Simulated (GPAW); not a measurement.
Runs of GPAW 26.7.0 on Ga. Symmetry: Cmce, No. 64, orthorhombic system. The conventional cell has a = 4.523 Å, b = 7.661 Å, c = 4.524 Å, α = 90.00°, β = 90.00°, γ = 90.00°. Ga (site symmetry m) is surrounded by 7 Ga at 2.48 to 2.79 Å. 

```csv
task,level,potentials or basis,cell,k mesh,optimizer,fmax,max steps,convergence,band path,gap on the mesh (eV),pressure (GPa),relaxed volume (Å³/atom),largest force (eV/Å)
relaxation of cell and atoms,PBEsol+D3(BJ)+ATM,"PAW data sets generated in the run's folder for this functional, pw",relaxed,6 × 6 × 5,BFGS,0.02 eV/Å,60,density=1e-05 forces=0.0001,-,none,0.0,18.66,0.01
relaxation of cell and atoms,PBEsol+D3,"PAW data sets generated in the run's folder for this functional, pw",relaxed,6 × 6 × 5,BFGS,0.02 eV/Å,60,density=1e-05 forces=0.0001,-,none,-0.1,(a),0.02
band structure,LDA,"the program's PAW data sets (release 1.2.1) made for this functional, pw",as given,6 × 6 × 5,-,-,-,-,"GXSRAZGYX1A1TY,ZT",-,-2.8,-,(b)
relaxation of cell and atoms,PBEsol+D3(BJ),"PAW data sets generated in the run's folder for this functional, pw",relaxed,6 × 6 × 5,BFGS,0.02 eV/Å,60,density=1e-05 forces=0.0001,-,none,0.0,18.59,0.01
```

Alike in all rows: no spin polarisation; cutoff (eV) 600; smearing fermi-dirac 0.05 eV.

Q: Fill in the values left out.

A: (a) 19.02; (b) 0.11.

Caveats: later steps reuse the first step's grids (some runs); pairwise dispersion overbinds metals, which lowers pressure and volume (some runs).

A k mesh can miss the band edges, and the runs leave out spin-orbit coupling on Ga.

A gap of «none» marks a metal or a gap under the smearing width.

Not every run made on this cell is shown here.
